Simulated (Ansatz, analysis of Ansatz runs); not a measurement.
# Reproducing a measured charge-transition level: Cu on a Zn site in ZnO

How near does this set-up come to the measured charge-transition level? Subject: Cu on a Zn site in ZnO. Set-up: r2SCAN, 72-site cell, r2SCAN lattice, 500 eV, k: the single point 1/4 1/4 1/4 then 2x2x2 shifted 0.5 0.5 0.5. The model is a cell of 72 host atoms with 1 Zn taken out and 1 Cu put in. The level is the Fermi energy at which two charge states have equal formation energy, after a correction for the images of the charge. A meta-GGA costs about twice a GGA and mends lattice constants and part of the gap.

What was measured. (0/-1) level above the valence-band top: 3.2 eV (“Acceptors in ZnO”, 2015, McCluskey et al.). The runs below try to reproduce this.

Program: Ansatz 0.2.0. Level of theory: plane-wave PAW DFT, r2SCAN; relaxation of all atoms of a defect supercell. Results are calculated unless marked as measured.

### 1. Starting point

The cell holds 72 atoms: 35 Zn, 36 O and 1 Cu. Cell: a = 9.706 Å, b = 9.706 Å, c = 10.422 Å, α = 90.0°, β = 90.0°, γ = 120.0°. It derives from ZnO (space group P6_3mc). Nearest the centre at fractional (0.556, 0.444, 0.500): Cu38 at 0.00 Å, O60 at 1.97 Å, O28 at 1.97 Å, O36 at 1.97 Å, O39 at 1.98 Å, Zn61 at 3.21 Å, Zn57 at 3.21 Å, Zn29 at 3.21 Å.

The host's primitive cell comes from a first run (plane-wave PAW DFT, r2SCAN; relaxation of the host's cell and atoms): vectors of 3.235, 3.235 and 5.211 Å. That is 11.81 Å³ an atom, 0.8 % under the diffraction cell's volume. The supercell is built on it.

### 2. Relaxation, charge 0

Every later number rests on the structure around the defect, so the atoms are relaxed at the host's lattice first.

Input file relax0/input.yaml:

```yaml
relax:
  f_tol: 0.02
  max_steps: 80
  random_displacement: { amplitude: 0.05, seed: 791 }
crystal:
  lattice:
    - [9.70585879, 0.0, 0.0]
    - [-4.85292939, 8.40552027, 0.0]
    - [0.0, 0.0, 10.42205779]
  atoms:
    - { symbol: Zn, position: [0.111111111, 0.222222222, 0.249833671] }
    - { symbol: Zn, position: [0.222222222, 0.111111111, -0.000166329] }
    - { symbol: O, position: [0.222222222, 0.111111111, 0.189671329] }
    - { symbol: O, position: [0.111111111, 0.222222222, 0.439671329] }
    - { symbol: Zn, position: [0.111111111, 0.222222222, 0.749833671] }
    - { symbol: Zn, position: [0.222222222, 0.111111111, 0.499833671] }
    - { symbol: O, position: [0.222222222, 0.111111111, 0.689671329] }
    - { symbol: O, position: [0.111111111, 0.222222222, 0.939671329] }
    - { symbol: Zn, position: [0.111111111, 0.555555556, 0.249833671] }
    - { symbol: Zn, position: [0.222222222, 0.444444444, -0.000166329] }
    - { symbol: O, position: [0.222222222, 0.444444444, 0.189671329] }
    - { symbol: O, position: [0.111111111, 0.555555556, 0.439671329] }
    - { symbol: Zn, position: [0.111111111, 0.555555556, 0.749833671] }
    - { symbol: Zn, position: [0.222222222, 0.444444444, 0.499833671] }
    - { symbol: O, position: [0.222222222, 0.444444444, 0.689671329] }
    - { symbol: O, position: [0.111111111, 0.555555556, 0.939671329] }
    - { symbol: Zn, position: [0.111111111, 0.888888889, 0.249833671] }
    - { symbol: Zn, position: [0.222222222, 0.777777778, -0.000166329] }
    - { symbol: O, position: [0.222222222, 0.777777778, 0.189671329] }
    - { symbol: O, position: [0.111111111, 0.888888889, 0.439671329] }
    - { symbol: Zn, position: [0.111111111, 0.888888889, 0.749833671] }
    - { symbol: Zn, position: [0.222222222, 0.777777778, 0.499833671] }
    - { symbol: O, position: [0.222222222, 0.777777778, 0.689671329] }
    - { symbol: O, position: [0.111111111, 0.888888889, 0.939671329] }
    - { symbol: Zn, position: [0.444444444, 0.222222222, 0.249833671] }
    - { symbol: Zn, position: [0.555555556, 0.111111111, -0.000166329] }
    - { symbol: O, position: [0.555555556, 0.111111111, 0.189671329] }
    - { symbol: O, position: [0.444444444, 0.222222222, 0.439671329] }
    - { symbol: Zn, position: [0.444444444, 0.222222222, 0.749833671] }
    - { symbol: Zn, position: [0.555555556, 0.111111111, 0.499833671] }
    - { symbol: O, position: [0.555555556, 0.111111111, 0.689671329] }
    - { symbol: O, position: [0.444444444, 0.222222222, 0.939671329] }
    - { symbol: Zn, position: [0.444444444, 0.555555556, 0.249833671] }
    - { symbol: Zn, position: [0.555555556, 0.444444444, -0.000166329] }
    - { symbol: O, position: [0.555555556, 0.444444444, 0.189671329] }
    - { symbol: O, position: [0.444444444, 0.555555556, 0.439671329] }
    - { symbol: Zn, position: [0.444444444, 0.555555556, 0.749833671] }
    - { symbol: Cu, position: [0.555555556, 0.444444444, 0.499833671], spin: 1.0 }
    - { symbol: O, position: [0.555555556, 0.444444444, 0.689671329] }
    - { symbol: O, position: [0.444444444, 0.555555556, 0.939671329] }
    - { symbol: Zn, position: [0.444444444, 0.888888889, 0.249833671] }
    - { symbol: Zn, position: [0.555555556, 0.777777778, -0.000166329] }
    - { symbol: O, position: [0.555555556, 0.777777778, 0.189671329] }
    - { symbol: O, position: [0.444444444, 0.888888889, 0.439671329] }
    - { symbol: Zn, position: [0.444444444, 0.888888889, 0.749833671] }
    - { symbol: Zn, position: [0.555555556, 0.777777778, 0.499833671] }
    - { symbol: O, position: [0.555555556, 0.777777778, 0.689671329] }
    - { symbol: O, position: [0.444444444, 0.888888889, 0.939671329] }
    - { symbol: Zn, position: [0.777777778, 0.222222222, 0.249833671] }
    - { symbol: Zn, position: [0.888888889, 0.111111111, -0.000166329] }
    - { symbol: O, position: [0.888888889, 0.111111111, 0.189671329] }
    - { symbol: O, position: [0.777777778, 0.222222222, 0.439671329] }
    - { symbol: Zn, position: [0.777777778, 0.222222222, 0.749833671] }
    - { symbol: Zn, position: [0.888888889, 0.111111111, 0.499833671] }
    - { symbol: O, position: [0.888888889, 0.111111111, 0.689671329] }
    - { symbol: O, position: [0.777777778, 0.222222222, 0.939671329] }
    - { symbol: Zn, position: [0.777777778, 0.555555556, 0.249833671] }
    - { symbol: Zn, position: [0.888888889, 0.444444444, -0.000166329] }
    - { symbol: O, position: [0.888888889, 0.444444444, 0.189671329] }
    - { symbol: O, position: [0.777777778, 0.555555556, 0.439671329] }
    - { symbol: Zn, position: [0.777777778, 0.555555556, 0.749833671] }
    - { symbol: Zn, position: [0.888888889, 0.444444444, 0.499833671] }
    - { symbol: O, position: [0.888888889, 0.444444444, 0.689671329] }
    - { symbol: O, position: [0.777777778, 0.555555556, 0.939671329] }
    - { symbol: Zn, position: [0.777777778, 0.888888889, 0.249833671] }
    - { symbol: Zn, position: [0.888888889, 0.777777778, -0.000166329] }
    - { symbol: O, position: [0.888888889, 0.777777778, 0.189671329] }
    - { symbol: O, position: [0.777777778, 0.888888889, 0.439671329] }
    - { symbol: Zn, position: [0.777777778, 0.888888889, 0.749833671] }
    - { symbol: Zn, position: [0.888888889, 0.777777778, 0.499833671] }
    - { symbol: O, position: [0.888888889, 0.777777778, 0.689671329] }
    - { symbol: O, position: [0.777777778, 0.888888889, 0.939671329] }
  host:
    repeats: [3, 3, 2]
    atoms:
      - { symbol: Zn, position: [0.333333333, 0.666666667, 0.499667342] }
      - { symbol: Zn, position: [0.666666667, 0.333333333, -0.000332658] }
      - { symbol: O, position: [0.666666667, 0.333333333, 0.379342658] }
      - { symbol: O, position: [0.333333333, 0.666666667, 0.879342658] }
basis:
  ecutwfc: 500
  xc_grid: 2
hamiltonian:
  xc: r2scan
kpoints:
  mp_grid: { grid: [1, 1, 1], shift: [0.25, 0.25, 0.25] }
magnetization:
  spin_polarized: true
  initial_magnetization: 1
  spin_locking: { lock_magnetization: hard }
scf:
  occupations: { method: fermi_dirac, width: 0.01 }
  max_iter: 120
output:
  forces: true
  charged_corrections:
    epsilon: [5.31, 5.31, 5.35]
    static_epsilon: [10.16, 10.16, 11.07]
    defect_position: [0.555556, 0.444444, 0.499834]
checkpoint:
  write: "../relax0.run"
  compress: false
  write_wavefunctions: true
  write_every: 100000
```

Run with:

```sh
$ ansatz run input.yaml --threads 4 --pin off --max-ram 7536MiB --backend cpu --events-out ev --progress --plain --runs-dir out
```

Numbers of over 12 decimals in the logs are rounded to 6 here.

The log of the run:

```text
[... repeated set-up lines and file paths are left out, and long positions are rounded to six places ...]
Warning: This run holds its total moment fixed (magnetization.spin_locking.lock_magnetization: hard) and mixes its density by anderson or broyden (scf.mixing.algorithm, typed or taken by auto). [...]
Engine: ansatz 0.2.0, aarch64-unknown-linux-gnu
Pseudopotentials: kind: paw
Pseudopotential: Zn, paw, valence charge 12, recommended cutoff 500 eV (meta_gga), Zn.paw.azcp
Pseudopotential: O, paw, valence charge 6, recommended cutoff 500 eV (meta_gga), O.paw.azcp
Pseudopotential: Cu, paw, valence charge 19, recommended cutoff 500 eV (meta_gga), Cu.paw.azcp
Functional definition: r2SCAN
  parameter k0 = 0.174
  parameter k1 = 0.065
  parameter a1 = 4.9479
  exchange = r2scan_x(k0 = k0, k1 = k1, a1 = a1)
  correlation = r2scan_c
Crystal: 72 atoms, lattice volume = 850.261 Å³
Basis set: ecut = 500 eV, 21585 PW (Γ), exchange–correlation on 144×144×160 points (8 copies of the dense FFT grid, shifted against one another)
Bands: 400, of which v1, the nominal top of the filled ones, is band 328 counted from 1 (327 counted from 0)
Symmetry: 1 space group operations
k-points: 1
Non-local potential: Zn, projectors of the file, l = 0: 2, l = 1: 2, l = 2: 3, l = 3: 1
Non-local potential: O, projectors of the file, l = 0: 2, l = 1: 2, l = 2: 1
Non-local potential: Cu, projectors of the file, l = 0: 3, l = 1: 2, l = 2: 3, l = 3: 1
PAW form: soft (Blöchl's): semilocal exchange-correlation on the pseudo side does not see the compensation charge
PAW frozen core: Zn, regenerated for the run's functional (the file was generated under x = pbe(κ = 0.804, μ = 0.219515), c = pbe(β = 0.066725))
PAW frozen core: O, regenerated for the run's functional (the file was generated under x = pbe(κ = 0.804, μ = 0.219515), c = pbe(β = 0.066725))
PAW frozen core: Cu, regenerated for the run's functional (the file was generated under x = pbe(κ = 0.804, μ = 0.219515), c = pbe(β = 0.066725))
PAW one-centre angular grid: Zn, 590 points (default); XC on 261 of its mesh's 2673 points in the sphere
PAW one-centre angular grid: O, 302 points (default); XC on 160 Gauss nodes
PAW one-centre angular grid: Cu, 590 points (default); XC on 160 Gauss nodes
Initial density: superposition of atomic densities (chi_scale 0.1, normalization cell, long waves kept (reshape's long-wave potential 0.09 eV rms))
Starting moments: Σ|m| = 1 μB on 1 of 72 sites
Initial wavefunctions: pseudopotential atomic-orbital guess
Functional: x = r2scan, c = r2scan; τ floored in thin density (d = 2e-4 eV/Å³)
SCF iter   1: F=—  HF=-143535.707705 eV  |F-HF|=—  |Δ(HF+E_count)|=         —  Δρ=5.69e-2 (↑5.62e-2 ↓5.69e-2)  dr2=5.71e1  dr2_τ=4.21e-1  dr2_m=3.20e-1  M=1.000 μB ∫|m|=1.024 μB  β_m=1.20  ethr=3.10e-3  ⟨swp⟩=5.0  Hψ=2686  notcnv=0  defer=22
preconditioner: auto → Resta (q_TF=auto, 2.612 Å⁻¹)  ε∞=5.8  [insulator: Δε(μ)=0.065 eV  Ē_g=14.765 eV  σ=0.010 eV  W_gap=0.93  n_scr=242 (ndim 8)  ℏωp=32.4 eV  f_vac=0.000  D(μ)=7.19/eV (n_scr^D=22)  ε∞_Penn≈5.8]
spin=Collinear: Resta preconditioning applied to the charge; magnetization (m = ρ↑ − ρ↓) channel mixes plain (no charge-response kernel on spin).
SCF iter   2: F=—  HF=-143522.685909 eV  |F-HF|=—  |Δ(HF+E_count)|=    1.30e1  Δρ=3.20e-2 (↑3.17e-2 ↓3.20e-2)  dr2=2.01e1  dr2_τ=8.93e-2  dr2_m=4.31e-2  M=1.000 μB ∫|m|=1.122 μB  β_m=1.20  ethr=3.10e-3  ⟨swp⟩=2.0  Hψ=1548  notcnv=0  defer=132  κ⁻¹=1.0e0(r=1)
SCF iter   3: F=—  HF=-143520.249478 eV  |F-HF|=—  |Δ(HF+E_count)|=    2.44e0  Δρ=1.00e-2 (↑1.00e-2 ↓9.90e-3)  dr2=2.53e0  dr2_τ=1.86e-2  dr2_m=1.15e-1  M=1.000 μB ∫|m|=1.134 μB  β_m=1.20  ethr=3.07e-3  ⟨swp⟩=2.0  Hψ=1441  notcnv=0  defer=132  κ⁻¹=7.0e-2(r=2)
SCF iter   4: F=—  HF=-143519.556915 eV  |F-HF|=—  |Δ(HF+E_count)|=   6.93e-1  Δρ=5.32e-3 (↑5.03e-3 ↓5.32e-3)  dr2=7.64e-1  dr2_τ=8.81e-3  dr2_m=1.16e-2  M=1.000 μB ∫|m|=1.122 μB  β_m=1.20  ethr=3.87e-4  ⟨swp⟩=2.0  Hψ=1588  notcnv=0  defer=132  κ⁻¹=2.0e-2(r=3)
SCF iter   5: F=—  HF=-143519.589259 eV  |F-HF|=—  |Δ(HF+E_count)|=   3.23e-2  Δρ=3.17e-3 (↑3.15e-3 ↓3.17e-3)  dr2=1.65e-1  dr2_τ=1.76e-3  dr2_m=3.04e-4  M=1.000 μB ∫|m|=1.116 μB  β_m=1.20  ethr=1.17e-4  ⟨swp⟩=2.0  Hψ=1296  notcnv=0  defer=132  κ⁻¹=2.1e-3(r=4)
SCF iter   6: F=—  HF=-143519.731752 eV  |F-HF|=—  |Δ(HF+E_count)|=   1.42e-1  Δρ=2.23e-3 (↑2.14e-3 ↓2.23e-3)  dr2=6.86e-2  dr2_τ=5.63e-4  dr2_m=3.37e-4  M=1.000 μB ∫|m|=1.113 μB  β_m=1.20  ethr=2.51e-5  ⟨swp⟩=2.0  Hψ=1178  notcnv=0  defer=132  κ⁻¹=1.4e-3(r=5)
SCF iter   7: F=—  HF=-143519.742171 eV  |F-HF|=—  |Δ(HF+E_count)|=   1.04e-2  Δρ=9.60e-4 (↑8.93e-4 ↓9.60e-4)  dr2=1.64e-2  dr2_τ=1.33e-4  dr2_m=1.29e-4  M=1.000 μB ∫|m|=1.116 μB  β_m=1.20  ethr=1.05e-5  ⟨swp⟩=3.0  Hψ=1589  notcnv=0  defer=132  κ⁻¹=9.5e-5(r=6)
SCF iter   8: F=—  HF=-143519.732327 eV  |F-HF|=—  |Δ(HF+E_count)|=   9.84e-3  Δρ=4.27e-4 (↑3.65e-4 ↓4.27e-4)  dr2=3.32e-3  dr2_τ=2.53e-5  dr2_m=3.79e-5  M=1.000 μB ∫|m|=1.117 μB  β_m=1.20  ethr=2.51e-6  ⟨swp⟩=2.0  Hψ=1121  notcnv=0  defer=132  κ⁻¹=2.7e-5(r=7)
[...]
relax step   5: F+E_penalty+E_count = -143520.82199872 eV  Δ(F+E_penalty+E_count) = +1.812e-2 eV  max|allowed force component| = 5.351e-1 eV/Å  Δτ_max = 0.0620 Å  (12 SCF iters, dr2 threshold 3.12e-6 eV, rejected (line search))
relax step   6: F+E_penalty+E_count = -143520.84914742 eV  Δ(F+E_penalty+E_count) = -9.027e-3 eV  max|allowed force component| = 4.914e-2 eV/Å  Δτ_max = 0.0208 Å  (12 SCF iters, accepted)
relax step   7: F+E_penalty+E_count = -143520.84980791 eV  Δ(F+E_penalty+E_count) = -6.605e-4 eV  max|allowed force component| = 3.193e-2 eV/Å  Δτ_max = 0.0042 Å  (12 SCF iters, accepted)
relax step   8: F+E_penalty+E_count = -143520.84937039 eV  Δ(F+E_penalty+E_count) = +4.375e-4 eV  max|allowed force component| = 8.448e-2 eV/Å  Δτ_max = 0.0202 Å  (14 SCF iters, rejected (line search))
[...]
relax step   9: F+E_penalty+E_count = -143520.85033841 eV  Δ(F+E_penalty+E_count) = -5.305e-4 eV  max|allowed force component| = 1.117e-2 eV/Å  Δτ_max = 0.0098 Å  (13 SCF iters, accepted)
NSCF: frozen V_eff on 1 k-points
the band table was solved once a step of the walk had ended and its energy, with any forces and stress, was formed, with the checks that follow a solve (2710 applications of the Hamiltonian). They found nothing against the state; [...]
iter 1 solved again at ethr=3.44e-12 eV; its pass at ethr=3.10e-3 eV (dr2=2.26e-8 eV) is discarded
SCF iter   1: F=—  HF=-143520.850338 eV  |F-HF|=—  |Δ(HF+E_count)|=         —  Δρ=1.54e-6 (↑1.27e-6 ↓1.54e-6)  dr2=2.25e-8  dr2_τ=2.39e-10  dr2_m=3.22e-10  M=1.000 μB ∫|m|=1.102 μB  β_m=1.20  ethr=3.44e-12  ⟨swp⟩=3.0  Hψ=2857  notcnv=0
SCF iter   2: F=-143520.850338 eV  HF=-143520.850338 eV  |F-HF|=3.64e-8  |Δ(HF+E_count)|=   2.94e-8  Δρ=1.34e-6 (↑1.04e-6 ↓1.34e-6)  dr2=1.58e-8  dr2_τ=1.57e-10  dr2_m=2.58e-10  M=1.000 μB ∫|m|=1.102 μB  ethr=3.44e-12  ⟨swp⟩=3.0  Hψ=1795  notcnv=0
SCF 10 converged in 2 iterations: F = -143520.850338 eV  dr2 = 1.58e-8
NSCF: frozen V_eff on 1 k-points
the band table was solved once a step of the walk had ended and its energy, with any forces and stress, was formed, with the checks that follow a solve (2213 applications of the Hamiltonian). They found nothing against the state; [...]
SCF converged after 2 iterations
Stability not checked: this state was not tested for a lower state beside it, because the mixer in use, unlike msr1, does not test its closes by its own steps (another_mixer; see scf.mixing.algorithm and scf.lower_state_search)
Magnetization: 1.0000 μB (328.0000 up, 327.0000 down)
Absolute magnetization: 1.1004 μB (∫|ρ↑−ρ↓|, with the PAW one-centre terms)
Spin contamination: 0.0022 ħ² per cell (⟨S²⟩ above its minimum at these occupations)
Per-site moments (μB) at R_I (Å): [(3.461354234831046e-5, 0.812151), (8.901882401668249e-5, 0.812204), (0.000192855, 0.812214), [... 69 left out ...]
Free energy (F): -143520.850338 eV
Harris-Foulkes:  -143520.850338 eV  (|F-HF|=3.64e-8)
Internal energy: -143520.850338 eV  (E = F + TS)
E sigma→0 (E₀):  -143520.850338 eV
Fermi energy:    7.649390 (↑ 8.300598, ↓ 7.649390) eV
--- Per-component energies (eV) ---
  E_band       = 334.660976
  E_kinetic    = 11191.929312
  E_local      = -75801.449824  (includes V_loc(G=0)·N_el)
  E_nonlocal   = 23935.502701
  E_hartree    = 31422.633314
  E_xc         = -7028.610509
  E_vxc        = -5753.056488  (∫ρ·V_xc dr)
  E_paw        = -72340.777105  (= ΣΔE_a)
  E_vpaw       = -16433.906692  (= ΣTr[D̂ρ^β])
  E_aug_tail   = 0.033679  (compensation charges beyond the density's cutoff)
  E_vtau       = 350.340616  (kinetic-family band-sum trace: ∫τ·v_τ [+ j·A + Jᵃ·Aᵃ] dr)
  E_ewald      = -54892.269270
  E_core_change = -7.842636  (= ΣΔE_core)
  E_smearing   = -0.000000  (= −TS)
  E_closure    = -0.000000  (closes the sum)
  Σ components = -143520.850338   (vs F -143520.850338, Δ=0.00e0)
--- Forces (eV/Å), atoms counted from 1 ---
  atom   1  Zn     0.00143922     0.00122870    -0.00250026
  atom   2  Zn     0.00089856    -0.00072661    -0.00281855
  [... 22 atoms left out ...]
  atom  25  Zn     0.00040144    -0.00092778    -0.00546804
  [... 2 atoms left out ...]
  atom  28  O      0.00275598    -0.00207710    -0.00746317
  atom  29  Zn     0.00114018    -0.00080681    -0.00398575
  [... 6 atoms left out ...]
  atom  36  O     -0.00725588     0.00457928    -0.00283499
  atom  37  Zn    -0.00334759     0.00137946    -0.00324969
  atom  38  Cu     0.00343360    -0.00188367     0.00754638
  atom  39  O     -0.00354425     0.00285700    -0.00522207
  [... 17 atoms left out ...]
  atom  57  Zn     0.00149501    -0.00025544    -0.00577425
  [... 2 atoms left out ...]
  atom  60  O      0.00494845     0.00014694    -0.00646061
  atom  61  Zn    -0.00030768    -0.00075570    -0.00416966
  [... 11 atoms left out ...]
  max |Σ_I F_I| component: 2.60e-1 eV/Å
--- Band table (eV) ---
  k-point 0 ↑: bands = ["-109.1702", "-66.0138", "-64.4994", "-64.3960", [... 392 left out ...] "17.8865", "17.8937", "17.9056", "17.9423"]
  k-point 0 ↓: bands = ["-107.9286", "-63.9308", "-63.7259", "-63.6986", [... 392 left out ...] "17.8882", "17.8963", "17.9144", "17.9468"]
--- Relaxed structure (9 steps of the walk, 7 accepted, 0 SCFs on fresh bases) ---
  F+E_penalty+E_count = -143520.85033841 eV   max|allowed force component| = 1.117e-2 eV/Å
  atoms:
    - { symbol: Zn, position: [0.110769, 0.221807, 0.250016] }
    - { symbol: Zn, position: [0.222387, 0.110967, -0.000393] }
    [... 22 atoms left out ...]
    - { symbol: Zn, position: [0.444320, 0.221984, 0.249550] }
    [... 2 atoms left out ...]
    - { symbol: O, position: [0.442660, 0.220022, 0.438295] }
    - { symbol: Zn, position: [0.443810, 0.223700, 0.749081] }
    [... 6 atoms left out ...]
    - { symbol: O, position: [0.446746, 0.553043, 0.441754] }
    - { symbol: Zn, position: [0.443605, 0.556439, 0.751437] }
    - { symbol: Cu, position: [0.553790, 0.446030, 0.498795] }
    - { symbol: O, position: [0.554207, 0.446072, 0.691613] }
    [... 17 atoms left out ...]
    - { symbol: Zn, position: [0.778111, 0.555717, 0.249681] }
    [... 2 atoms left out ...]
    - { symbol: O, position: [0.780162, 0.557298, 0.438403] }
    - { symbol: Zn, position: [0.776566, 0.556310, 0.749104] }
    [... 11 atoms left out ...]
```

Wall time 16 min (4 threads of Arm Neoverse V1, shared host); peak memory 5.2 GiB.

Step by step:

```
step  energy less that of the first step (eV)  largest force component (eV/Å)
   1                                   0.0000                          1.0872
   2                                  -0.6826                          0.6591
   3                                  -0.8590                          1.9729
   4                                  -1.1043                          0.2234
   5                                  -1.0862                          0.5351
   6                                  -1.1133                          0.0491
   7                                  -1.1140                          0.0319
   8                                  -1.1136                          0.0845
   9                                  -1.1145                          0.0112
```

Relaxation steps 5, 8 were tried and not accepted.

The atoms that moved most (Å, from the sites as typed, ahead of the random displacement, the mean shift of all atoms taken out):

| atom | dx | dy | dz | length |
| --- | --- | --- | --- | --- |
| O36 | 0.035 | -0.022 | 0.019 | 0.045 |
| Cu38 | -0.024 | 0.013 | -0.013 | 0.031 |
| O39 | -0.021 | 0.013 | 0.018 | 0.030 |
| O28 | -0.006 | -0.019 | -0.017 | 0.026 |
| O60 | 0.015 | 0.014 | -0.016 | 0.026 |
| Zn33 | 0.017 | -0.011 | -0.003 | 0.021 |
| Zn29 | -0.013 | 0.012 | -0.010 | 0.020 |
| Zn37 | -0.012 | 0.007 | 0.014 | 0.020 |

Neighbours of Cu38 at the end:

```csv
atom,distance (Å)
O36,1.895
O28,2.002
O60,2.004
O39,2.010
Zn33,3.169
Zn46,3.204
Zn14,3.204
Zn25,3.209
Zn57,3.209
Zn29,3.209
Zn61,3.211
Zn37,3.220
O35,3.230
Zn6,3.234
Zn70,3.236
Zn30,3.256
```

This step gave:

- free energy: -143520.8503 eV
- total moment: 1 μB
- integral of the absolute spin density: 1.100 μB
- spin contamination: 0.002214

(Part 1 of 2 ends here.)

[Logs are printed without paths, hosts, clocks, repeated set-up lines and the standing remarks that a program may print on its own settings, such as how far it seeks lower states.]

[Hosts, paths, dates, database ids (printed as entryN), source tags and the programs' standing remarks are cut or masked in the printed files.]

[For some hosts the program warned that the k-mesh of the response run may be too coarse for force constants and the static dielectric constant; such warnings are not shown here.]
